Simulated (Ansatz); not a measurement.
## AlN under changes of volume

One of the cells (10.417 Å³/atom); the others are scaled copies at fixed shape and fractional positions:

```
CELL_PARAMETERS angstrom
0.00000 2.18399 2.18399
2.18399 0.00000 2.18399
2.18399 2.18399 0.00000
ATOMIC_POSITIONS crystal
Al 0.00000 0.00000 0.00000
N 0.25000 0.25000 0.25000
```

Measurements of this composition are mostly on another form, of space group No. 186.

```yaml
Program: Ansatz 0.2.0
Functional: PBE
Potentials_or_basis: all-electron LAPW, scalar-relativistic
Cutoff: 410 eV (chosen from the basis error)
Basis_error_allowed: 0.0005 eV/atom
k_mesh: 10 × 10 × 10
Occupations: fermi-dirac, width 0.05 eV
Spin: no spin polarisation
```

```csv
volume (Å³/atom),energy over the lowest point (meV/atom),pressure (GPa),gap on the mesh (eV)
9.792,?,?,?
10.001,27.61,14.1,3.34
10.209,12.54,9.2,3.33
10.417,3.53,4.8,3.32
10.626,0.00,0.7,3.31
10.834,1.46,-2.9,3.30
11.042,7.46,-6.2,3.29
```

Problem. What does the run at 9.792 Å³/atom give?

Solution. Energy over the lowest point 49.34 meV/atom; pressure 19.4 GPa; gap on the mesh 3.35 eV.

Worked out: A Birch-Murnaghan fit of order 3 (a polynomial in V^(-2/3)) to the other rows has its minimum at 10.67 Å³/atom with B0 = V·E''(V) = 193 GPa and B' = 4.0. It gives 49.47 meV/atom at 9.792 Å³/atom, against the run's 49.34, and -dE/dV = 19.5 GPa, against 19.4. A straight line through the other rows of the gap, of slope -0.505 eV per unit of ln V, extrapolates to 3.35 eV, against the run's 3.35.

Energies are extrapolated to zero smearing.

A mesh can miss the band edges.
